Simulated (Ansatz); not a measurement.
**LiCl: a tetragonal deformation path**

The task here is to estimate one member of a computed series from the others.

The COD entry's cell or inner coordinates are ideal or old and differ from later refinements, so a difference from it is no clean test against experiment.

Computed with Ansatz 0.2.0 (DFT r2SCAN, scalar-relativistic, plane waves, PAW, unless a step's input says otherwise).

## The system as given

It takes space group Fm-3m (No. 225, cubic). Conventional cell: a = 5.130 Å, b = 5.130 Å, c = 5.130 Å, α = 90.00°, β = 90.00°, γ = 90.00°. Li (site symmetry m-3m) has 6 Cl at 2.56 Å in its first shell of neighbours. Cl (site symmetry m-3m) has 6 Li at 2.56 Å in its first shell of neighbours.

As a file:

```
Li Cl
1.0
     0.00000    2.56476    2.56476
     2.56476    0.00000    2.56476
     2.56476    2.56476    0.00000
Li Cl
1 1
Direct
  0.00000 0.00000 0.00000
  0.50000 0.50000 0.50000
```

The structure comes from the Crystallography Open Database.

Set-up of the first run:

The input, input.yaml:

```yaml
crystal:
  lattice:
    - [0.0, 2.56476, 2.56476]
    - [2.56476, 0.0, 2.56476]
    - [2.56476, 2.56476, 0.0]
  atoms:
    - { symbol: Li, position: [0.0, 0.0, 0.0] }
    - { symbol: Cl, position: [0.5, 0.5, 0.5] }
basis:
  ecutwfc: 500
kpoints:
  mp_grid: { grid: [6, 6, 6] }
hamiltonian:
  xc: r2scan
scf:
  occupations: { method: gaussian, width: 0.1 }
output:
  forces: true
  stress: true
  eigenvalues: true
```

Run with:

```sh
$ ansatz run input.yaml --threads 1 --pin off --max-ram 2560MiB --backend cpu --events-out ev --progress --plain --runs-dir out
```

Steps of the session up to this table: Probe: one point at the start; Zero of the scan; Point ρ = 0.707; At ρ = 1.414; At ρ = 0.850; At ρ = 1.200; At ρ = 0.780; At ρ = 1.300; ρ = 0.920; Point ρ = 1.100; Point ρ = 0.650; ρ = 1.500; ρ = 0.960; ρ = 1.050.

One table of the session follows, with a row left open; its other results are not shown here.

The scan, with free energies counted from the undisturbed cell:

```
    ρ  ΔE (meV/atom)  pressure (GPa)  gap on the mesh (eV)
0.650          496.0            16.2                  6.75
0.707          270.1             9.7                  6.85
0.780              ?               ?                     ?
0.850           42.0             1.6                  7.04
0.920            9.8             0.1                  7.14
0.960            2.2            -0.2                  7.19
1.000            0.0            -0.3                  7.23
1.050            2.9            -0.2                  7.15
1.100           10.8             0.2                  7.11
1.200           38.6             1.7                  7.11
1.300           80.8             3.8                  6.91
1.414          146.4             6.8                  6.59
1.500          208.7             9.4                  6.31
```

Q: Estimate the row for ρ = 0.780 from the others.

Worked estimate for «ΔE (meV/atom)». A straight line through the neighbours (0.707, 270.1) and (0.850, 42.0) gives 270.1 + (42.0 − 270.1) × (0.780 − 0.707) / (0.850 − 0.707) = 153.7; a parabola fitted to 4 rows on both sides gives 113.2.

The run gave: ΔE (meV/atom): 114.3; pressure (GPa): 4.5; gap on the mesh (eV): 6.94. In «ΔE (meV/atom)» the line misses by +39.4 and the parabola by -1.1.
